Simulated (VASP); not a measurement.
# Mo (Im-3m) in VASP: notebook

One crystal, Mo, is run at these levels: r2SCAN, SCAN, optB88-vdW, vdW-DF-cx, rev-vdW-DF2; tasks: relaxation of cell and atoms.

Program: VASP 6.6.1. These are calculated values, not measurements. Logs are shortened: lines on timing, memory, paths and dates and some standing lists are left out, and cuts for length are marked.

## 1. The crystal as given

The structure is cubic, space group Im-3m (No. 229). The conventional cell has a = 3.168 Å, b = 3.168 Å, c = 3.168 Å, α = 90.00°, β = 90.00°, γ = 90.00°. Around Mo (site symmetry m-3m) lie 8 Mo at 2.74 Å.

## 2. Relaxation of cell and atoms, r2SCAN

INCAR reads:

```
PREC = Accurate
ENCUT = 600
EDIFF = 1E-7
ISMEAR = -1
SIGMA = 0.05
LREAL = False
LASPH = True
NELM = 80
ALGO = Normal
ISIF = 3
LWAVE = False
LCHARG = False
METAGGA = R2SCAN
LMIXTAU = True
IBRION = 2
NSW = 40
EDIFFG = -0.01
```

KPOINTS reads:

```
regular mesh
0
Gamma
  12 12 12
```

POSCAR reads:

```
Mo
1.0
   -1.5838089719      1.5838089719      1.5838089719
    1.5838089719     -1.5838089719      1.5838089719
    1.5838089719      1.5838089719     -1.5838089719
Mo
1
Direct
    0.0000000000      0.0000000000      0.0000000000
```

Potentials or basis: VASP PAW PBE potentials, release 64 (Mo_sv).

Command:

```sh
$ cat potpaw_PBE.64/Mo_sv/POTCAR > POTCAR
$ mpirun -np 1 vasp_std > vasp.out
```

OUTCAR:

```text
PREC = Accurate
   ENCUT = 600
   EDIFF = 1E-7
   ISMEAR = -1
   LREAL = False
   LASPH = True
   NELM = 80
   ISIF = 3
   METAGGA = R2SCAN
   IBRION = 2
   NSW = 40
   EDIFFG = -0.01

 ion  position               nearest neighbor table
   1  0.000  0.000  0.000-

  LATTYP: Found a body centered cubic cell.
 ALAT       =     3.1676179438

  Lattice vectors:

 A1 = (  -1.5838089719,   1.5838089719,   1.5838089719)
 A2 = (   1.5838089719,  -1.5838089719,   1.5838089719)
 A3 = (   1.5838089719,   1.5838089719,  -1.5838089719)

Analysis of symmetry for initial positions (statically):
=====================================================================
 Subroutine PRICEL returns:
 Original cell was already a primitive cell.

 Routine SETGRP: Setting up the symmetry group for a
 body centered cubic supercell.

 Subroutine GETGRP returns: Found 48 space group operations
 (whereof 48 operations were pure point group operations)
 out of a pool of 48 trial point group operations.

The static configuration has the point symmetry O_h .

Analysis of symmetry for dynamics (positions and initial velocities):
=====================================================================
 Subroutine PRICEL returns:
 Original cell was already a primitive cell.

 Routine SETGRP: Setting up the symmetry group for a
 body centered cubic supercell.

 Subroutine GETGRP returns: Found 48 space group operations
 (whereof 48 operations were pure point group operations)
 out of a pool of 48 trial point group operations.

The dynamic configuration has the point symmetry O_h .

 Subroutine INISYM returns: Found 48 space group operations
 (whereof 48 operations are pure point group operations),
 and found     1 'primitive' translations

----------------------------------------------------------------------------------------

                                     Primitive cell

  volume of cell :      15.8916

  direct lattice vectors                    reciprocal lattice vectors
    -1.583808972  1.583808972  1.583808972     0.000000000  0.315694638  0.315694638
     1.583808972 -1.583808972  1.583808972     0.315694638  0.000000000  0.315694638
     1.583808972  1.583808972 -1.583808972     0.315694638  0.315694638  0.000000000

  length of vectors
     2.743237609  2.743237609  2.743237609     0.446459639  0.446459639  0.446459639

  position of ions in fractional coordinates (direct lattice)
     0.000000000  0.000000000  0.000000000

  ion indices of the primitive-cell ions
   primitive index   ion index
                 1           1

----------------------------------------------------------------------------------------

 KPOINTS: regular mesh

Automatic generation of k-mesh.
 Grid dimensions read from file:
 generate k-points for:   12   12   12

 Generating k-lattice:

  Cartesian coordinates                     Fractional coordinates (reciprocal lattice)
     0.000000000  0.026307886  0.026307886     0.083333333  0.000000000  0.000000000
     0.026307886  0.000000000  0.026307886     0.000000000  0.083333333  0.000000000
     0.026307886  0.026307886  0.000000000     0.000000000  0.000000000  0.083333333

  Length of vectors
     0.037204970  0.037204970  0.037204970

  Shift w.r.t. Gamma in fractional coordinates (k-lattice)
     0.000000000  0.000000000  0.000000000

 Subroutine IBZKPT returns following result:
 ===========================================

 Found     72 irreducible k-points:

 Following reciprocal coordinates:
            Coordinates               Weight
  0.000000  0.000000  0.000000      1.000000
  0.083333  0.000000  0.000000     12.000000
  0.166667  0.000000  0.000000     12.000000
  0.250000  0.000000  0.000000     12.000000
  0.333333  0.000000  0.000000     12.000000
  0.416667  0.000000  0.000000     12.000000
[... 16 lines left out ...]
  0.333333  0.083333  0.083333     24.000000
  0.416667  0.083333  0.083333     12.000000
 [... further k-points ...]
   k-points           NKPTS =     72   k-points in BZ     NKDIM =     72   number of bands    NBANDS=     11
   number of dos      NEDOS =    301   number of ions     NIONS =      1
   total plane-waves  NPLWV =  13824
   dimension x,y,z NGX =    24 NGY =   24 NGZ =   24
   dimension x,y,z NGXF=    48 NGYF=   48 NGZF=   48
   ions per type =               1
   NGX,Y,Z   is equivalent  to a cutoff of  14.54, 14.54, 14.54 a.u.
   NGXF,Y,Z  is equivalent  to a cutoff of  29.09, 29.09, 29.09 a.u.
 SYSTEM =  unknown system
   PREC   = accura    normal or accurate (medium, high low for compatibility)
   ISTART =      0    job   : 0-new  1-cont  2-samecut
   ICHARG =      2    charge: 1-file 2-atom 10-const
   ISPIN  =      1    spin polarized calculation?
   LNONCOLLINEAR =      F non collinear calculations
   LSORBIT =      F    spin-orbit coupling
   LASPH  =      T    aspherical Exc in radial PAW
   ENCUT  =  600.0 eV  44.10 Ry    6.64 a.u.   5.48  5.48  5.48*2*pi/ulx,y,z
   NELM   =     80;   NELMIN=  2; NELMDL= -5     # of ELM steps
   EDIFF  = 0.1E-06   stopping-criterion for ELM
   LREAL  =      F    real-space projection
   EDIFFG = -.1E-01   stopping-criterion for IOM
   NSW    =     40    number of steps for IOM
   IBRION =      2    ionic relax: 0-MD 1-quasi-New 2-CG
   NFREE  =      1    steps in history (QN), initial steepest desc. (CG)
   ISIF   =      3    stress and relaxation
   ISYM   =      2    0-nonsym 1-usesym 2-fastsym
   POTIM  = 0.5000    time-step for ionic-motion
   TEBEG  =    0.0;   TEEND  =   0.0 temperature during run
   PSTRESS=    0.0 pullay stress
   NELECT =      14.0000    total number of electrons
   NUPDOWN=      -1.0000    fix difference up-down
   EMIN   =  10.00;   EMAX   =-10.00  energy-range for DOS
   EFERMI =   0.00;   METHOD = LEGACY
   ISMEAR =    -1;   SIGMA  =   0.05  broadening in eV -4-tet -1-fermi 0-gaus
   EFERMI_NEDOS =   21; number of points for ismear=-14 and -15
   IALGO  =     38    algorithm
   IMIX   =      4    mixing-type and parameters
     AMIX     =   0.40;   BMIX     =  1.00
     AMIX_MAG =   1.60;   BMIX_MAG =  1.00
  volume/ion in A,a.u.               =      15.89       107.24
  Fermi-wavevector in a.u.,A,eV,Ry     =   1.569380  2.965698 33.510508  2.462953
  Thomas-Fermi vector in A             =   2.671271
   LORBIT       =      0    0 simple, 1 ext, 2 COOP (PROOUT), +10 PAW based schemes
   METAGGA = R2SCAN    functional components
   LHFCALC =     F    Hartree Fock is set to
   AEXX    =    0.0000 exact exchange contribution
   IVDW    =     0    specifies the selected vdW correction
   LEPSILON=     F    determine dielectric tensor
   LRPA    =     F    only Hartree local field effects (RPA)
 conjugate gradient relaxation of ions
 non-spin polarized calculation
  energy-cutoff  :      600.00
  volume of cell :       15.89
 maximum number of plane-waves:       555
 NGX is ok and might be reduce to    24
   NGX = 11   NGY = 11   NGZ = 11

--------------------------------------- Ionic step        1  -------------------------------------------

 number of electron      14.0000002 magnetization

 Free energy of the ion-electron system (eV)
  ---------------------------------------------------
  ext. energy  EPLUGINS =         0.00000000
  ---------------------------------------------------
  free energy    TOTEN  =       -26.09206187 eV

  energy without entropy =      -26.08943816  energy(sigma->0) =      -26.09075002

------------------------ aborting loop because EDIFF is reached ----------------------------------------

  FORCE on cell =-STRESS in cart. coord.  units (eV):
  Direction    XX          YY          ZZ          XY          YZ          ZX
  --------------------------------------------------------------------------------------
  -------------------------------------------------------------------------------------
  Total       -0.3444737     -0.3444737     -0.3444737      0.0000000      0.0000000     -0.0000000
  in kB      -34.7294835    -34.7294835    -34.7294835      0.0000000      0.0000000     -0.0000000
  external PRESSURE =     -34.7294835 kB  Pullay stress =       0.0000000 kB

 VOLUME and BASIS-vectors are now :
 -----------------------------------------------------------------------------
  energy-cutoff  :      600.00
  volume of cell :       15.89
      direct lattice vectors                 reciprocal lattice vectors
    -1.583808972  1.583808972  1.583808972     0.000000000  0.315694638  0.315694638
     1.583808972 -1.583808972  1.583808972     0.315694638  0.000000000  0.315694638
     1.583808972  1.583808972 -1.583808972     0.315694638  0.315694638  0.000000000
[... 36 lines left out ...]
 POSITION                                       TOTAL-FORCE (eV/Angst)
 -----------------------------------------------------------------------------------
     -1.55749      1.55749      1.55749        -0.000000      0.000000      0.000000
 -----------------------------------------------------------------------------------
    total drift:                               -0.000000     -0.000000      0.000000

  FREE ENERGIE OF THE ION-ELECTRON SYSTEM (eV)
  ---------------------------------------------------
  free  energy   TOTEN  =       -26.0750335861 eV

  energy  without entropy=      -26.0725005334  energy(sigma->0) =      -26.07376706

--------------------------------------- Ionic step        3  -------------------------------------------

 number of electron      14.0000002 magnetization

 Free energy of the ion-electron system (eV)
  ---------------------------------------------------
  ext. energy  EPLUGINS =         0.00000000
  ---------------------------------------------------
  free energy    TOTEN  =       -26.09431279 eV

  energy without entropy =      -26.09167427  energy(sigma->0) =      -26.09299353

 E-fermi :  12.4777     XC(G=0): -14.6131

 val. band max:       12.4498531512   @ k =   0.5000   0.5000   0.0833
 cond. band min:      12.4851895098   @ k =  -0.3333   0.3333   0.2500
 fundamental gap:      0.0353363586
 Fermi energy:        12.4777405872

 k-point     1 :       0.0000    0.0000    0.0000
  band No.  band energies     occupation
      1     -50.7300      2.00000
      2     -23.2108      2.00000
      3     -23.2108      2.00000
      4     -23.2108      2.00000
      5       4.8385      2.00000
      6      11.0741      2.00000
      7      11.0741      2.00000
      8      11.0741      2.00000
      9      14.4014      0.00000
     10      14.4014      0.00000
     11      27.9795      0.00000

 k-point     2 :       0.0833    0.0000    0.0000
  band No.  band energies     occupation
      1     -50.7111      2.00000
      2     -23.3176      2.00000
      3     -23.2435      2.00000
      4     -23.2116      2.00000
      5       5.1572      2.00000
      6      10.8940      2.00000
      7      11.0381      2.00000
      8      11.3732      2.00000
      9      14.1466      0.00000
     10      14.4048      0.00000
     11      28.2061      0.00000
[... 295 lines left out ...]
 k-point    24 :       0.4167    0.0833    0.0833
  band No.  band energies     occupation
      1     -50.4353      2.00000
      2     -24.6028      2.00000
      3     -23.7542      2.00000
      4     -23.3227      2.00000
      5       7.5149      2.00000
      6       8.9098      2.00000
      7      12.7262      0.01381
      8      14.5510      0.00000
      9      15.1065      0.00000
     10      19.0644      0.00000
     11      24.1083      0.00000

 [... further k-points ...]

------------------------ aborting loop because EDIFF is reached ----------------------------------------

  FORCE on cell =-STRESS in cart. coord.  units (eV):
  Direction    XX          YY          ZZ          XY          YZ          ZX
  --------------------------------------------------------------------------------------
  -------------------------------------------------------------------------------------
  Total       -0.0041467     -0.0041467     -0.0041467      0.0000000      0.0000000     -0.0000000
  in kB       -0.4234518     -0.4234518     -0.4234518      0.0000000      0.0000000     -0.0000000
  external PRESSURE =      -0.4234518 kB  Pullay stress =       0.0000000 kB

 VOLUME and BASIS-vectors are now :
 -----------------------------------------------------------------------------
  energy-cutoff  :      600.00
  volume of cell :       15.69
      direct lattice vectors                 reciprocal lattice vectors
    -1.577068144  1.577068144  1.577068144     0.000000000  0.317044005  0.317044005
     1.577068144 -1.577068144  1.577068144     0.317044005  0.000000000  0.317044005
     1.577068144  1.577068144 -1.577068144     0.317044005  0.317044005  0.000000000

 POSITION                                       TOTAL-FORCE (eV/Angst)
 -----------------------------------------------------------------------------------
      0.00000      0.00000     -0.00000         0.000000     -0.000000     -0.000000
 -----------------------------------------------------------------------------------
    total drift:                               -0.000000      0.000000      0.000000

  FREE ENERGIE OF THE ION-ELECTRON SYSTEM (eV)
  ---------------------------------------------------
  free  energy   TOTEN  =       -26.0943127886 eV

  energy  without entropy=      -26.0916742679  energy(sigma->0) =      -26.09299353

 reached required accuracy - stopping structural energy minimisation
```

Wall time 3.1 min (1 thread of AMD EPYC 7R13 (Zen 3), shared host); peak memory 0.13 GiB.

What came out:

```yaml
Free_energy: -26.0943 eV
Relaxed_volume: 15.69 Å³/atom
Relaxed_cell: a = 2.732 Å, b = 2.732 Å, c = 2.732 Å, α = 109.47°, β = 109.47°, γ = 109.47°
Space_group_after_relaxing_to_0.05_Å: Im-3m (No. 229)
Energy_gained_by_relaxing: 2.3 meV/atom
Ionic_steps: 3
Pressure_after_relaxing: 0.0 GPa
Band_gap_on_the_k_mesh: none (metal or under the smearing width)
```

The path:
```
step  energy change (eV)  largest force (eV/Å)  pressure (GPa)  volume (Å³)
   1              0.0000                0.0000           -3.47        15.89
   2              0.0170                0.0000           11.13        15.11
   3             -0.0023                0.0000           -0.04        15.69
```

Final structure:
```
Mo
1.0
    -1.57707    1.57707    1.57707
     1.57707   -1.57707    1.57707
     1.57707    1.57707   -1.57707
Mo
1
Direct
  0.00000 0.00000 0.00000
```

Levels at points of the mesh, in eV from the Fermi level:
| k point | band 4 | band 5 | band 6 | band 7 | band 8 | band 9 | band 10 | band 11 |
| --- | --- | --- | --- | --- | --- | --- | --- | --- |
| (0.00, 0.00, 0.00) | -35.69 | -7.64 | -1.40 | -1.40 | -1.40 | 1.92 | 1.92 | 15.50 |
| (0.50, 0.00, 0.00) | -35.70 | -5.56 | -3.55 | 1.58 | 1.90 | 2.60 | 4.92 | 12.20 |
| (0.50, 0.50, 0.50) | -36.71 | -5.60 | -5.60 | 4.13 | 4.13 | 4.13 | 9.46 | 9.46 |

Caveat: the PAW data sets were made with another functional, which shifts forces and pressure a little.

## 3. Relaxation of cell and atoms, SCAN

Edit INCAR of step 2 so:

```diff
@@ -12,3 +12,3 @@
 LCHARG = False
-METAGGA = R2SCAN
+METAGGA = SCAN
 LMIXTAU = True
```

KPOINTS is that of step 2.

POSCAR is that of step 2.

Potentials or basis: VASP PAW PBE potentials, release 64 (Mo_sv).

Command:

```sh
$ cat potpaw_PBE.64/Mo_sv/POTCAR > POTCAR
$ mpirun -np 1 vasp_std > vasp.out
```

Wall time 5.5 min (1 thread of AMD EPYC 7R13 (Zen 3), shared host); peak memory 0.14 GiB.

The run converged. Its results:

| Item | Value |
| --- | --- |
| Free energy | -34.9016 eV |
| Relaxed volume | 15.58 Å³/atom |
| Relaxed cell | a = 2.725 Å, b = 2.725 Å, c = 2.725 Å, α = 109.47°, β = 109.47°, γ = 109.47° |
| Space group after relaxing (to 0.05 Å) | Im-3m (No. 229) |
| Energy gained by relaxing | 5.3 meV/atom |
| Ionic steps | 4 |
| Pressure after relaxing | 0.0 GPa |
| Band gap on the k mesh | none (metal or under the smearing width) |

The path:
```
step  energy change (eV)  largest force (eV/Å)  pressure (GPa)  volume (Å³)
   1              0.0000                0.0000           -5.35        15.89
   2              0.0423                0.0000           18.28        14.70
   3             -0.0053                0.0000           -0.12        15.59
   4             -0.0053                0.0000           -0.01        15.58
```

Final structure:
```
Mo
1.0
    -1.57335    1.57335    1.57335
     1.57335   -1.57335    1.57335
     1.57335    1.57335   -1.57335
Mo
1
Direct
  0.00000 0.00000 0.00000
```

Levels at points of the mesh, in eV from the Fermi level:
```
           k point  band 5  band 6  band 7  band 8  band 9  band 10
(0.00, 0.00, 0.00)   -7.79   -1.50   -1.50   -1.50    2.02     2.02
(0.50, 0.00, 0.00)   -5.66   -3.67    1.54    1.94    2.70     5.05
(0.50, 0.50, 0.50)   -5.60   -5.60    4.24    4.24    4.24     9.28
```

Caveat: the PAW data sets were made with another functional, which shifts forces and pressure a little.

## 4. Relaxation of cell and atoms, optB88-vdW

INCAR reads:

```
PREC = Accurate
ENCUT = 600
EDIFF = 1E-7
ISMEAR = -1
SIGMA = 0.05
LREAL = False
LASPH = True
NELM = 80
ALGO = Fast
ISIF = 3
LWAVE = False
LCHARG = False
GGA = BO
LUSE_VDW = True
AGGAC = 0.0
PARAM1 = 0.1833333333
PARAM2 = 0.22
IBRION = 2
NSW = 40
EDIFFG = -0.01
```

KPOINTS is that of step 3.

POSCAR is that of step 3.

Command:

```sh
$ cat potpaw_PBE.64/Mo_sv/POTCAR > POTCAR
$ mpirun -np 1 vasp_std > vasp.out
```

Run time: 79 s. Hardware: 1 thread of AMD EPYC 7R13 (Zen 3), shared host; peak memory 0.25 GiB.

The run converged. Its results:

| Item | Value |
| --- | --- |
| Free energy | -7.7754 eV |
| Relaxed volume | 15.81 Å³/atom |
| Relaxed cell | a = 2.738 Å, b = 2.738 Å, c = 2.738 Å, α = 109.47°, β = 109.47°, γ = 109.47° |
| Space group after relaxing (to 0.05 Å) | Im-3m (No. 229) |
| Energy gained by relaxing | 0.4 meV/atom |
| Ionic steps | 3 |
| Pressure after relaxing | 0.0 GPa |
| Band gap on the k mesh | none (metal or under the smearing width) |

Step by step:
| step | energy change (eV) | largest force (eV/Å) | pressure (GPa) | volume (Å³) |
| --- | --- | --- | --- | --- |
| 1 | 0.0000 | 0.0000 | -1.36 | 15.89 |
| 2 | 0.0024 | 0.0000 | 3.91 | 15.58 |
| 3 | -0.0004 | 0.0000 | -0.02 | 15.81 |

Final structure:
```yaml
crystal:
  lattice:
    - [-1.58106, 1.58106, 1.58106]
    - [1.58106, -1.58106, 1.58106]
    - [1.58106, 1.58106, -1.58106]
  atoms:
    - { symbol: Mo, position: [0.00000, 0.00000, 0.00000] }
```

Levels at points of the mesh, in eV from the Fermi level:
| k point | band 4 | band 5 | band 6 | band 7 | band 8 | band 9 | band 10 | band 11 |
| --- | --- | --- | --- | --- | --- | --- | --- | --- |
| (0.00, 0.00, 0.00) | -34.55 | -7.07 | -1.33 | -1.33 | -1.33 | 1.67 | 1.67 | 14.98 |
| (0.50, 0.00, 0.00) | -34.56 | -5.18 | -3.32 | 1.67 | 1.76 | 2.29 | 4.65 | 12.12 |
| (0.50, 0.50, 0.50) | -35.48 | -5.26 | -5.26 | 3.91 | 3.91 | 3.91 | 9.10 | 9.10 |

Caveat: the PAW data sets were made with another functional, which shifts forces and pressure a little.

(Continued in part 2 of 2.)
